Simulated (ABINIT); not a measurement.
AgBr: equation of state with BLYP+D2

AgBr:

```
CELL_PARAMETERS angstrom
0.00000 2.87015 2.87015
2.87015 0.00000 2.87015
2.87015 2.87015 0.00000
ATOMIC_POSITIONS crystal
Ag 0.00000 0.00000 0.00000
Br 0.50000 0.50000 0.50000
```

```yaml
Program: ABINIT 10.8.3 (patched build)
Task: equation of state
Functional: BLYP
Dispersion: D2
Potentials_or_basis: JTH PAW PBE v2.0
Cutoff: 463 eV
k_mesh: 8 × 8 × 8
Occupations: fermi-dirac, width 0.05 eV
Spin: no spin polarisation
```

| Quantity | Value |
| --- | --- |
| Equilibrium volume | 24.34 Å³/atom |
| Bulk modulus | 35 GPa |
| Pressure derivative of the bulk modulus | 6.6 (rough: it moves with the points fitted) |

Energy against volume, from the lowest point:
```csv
volume (Å³/atom),energy (meV/atom)
22.225,25.01
22.698,14.26
23.171,6.68
23.644,2.10
24.116,0.00
24.589,0.08
25.062,1.93
```

Run time: 75 s on 1 thread of Arm Neoverse V2, with other jobs on the host, peak memory 0.15 GiB.

Caveat: pressures at fixed basis lie under the slope of the energies; the PAW data sets were made with another functional, which shifts forces and pressure a little. Zero-point motion and thermal expansion aren't in these numbers.
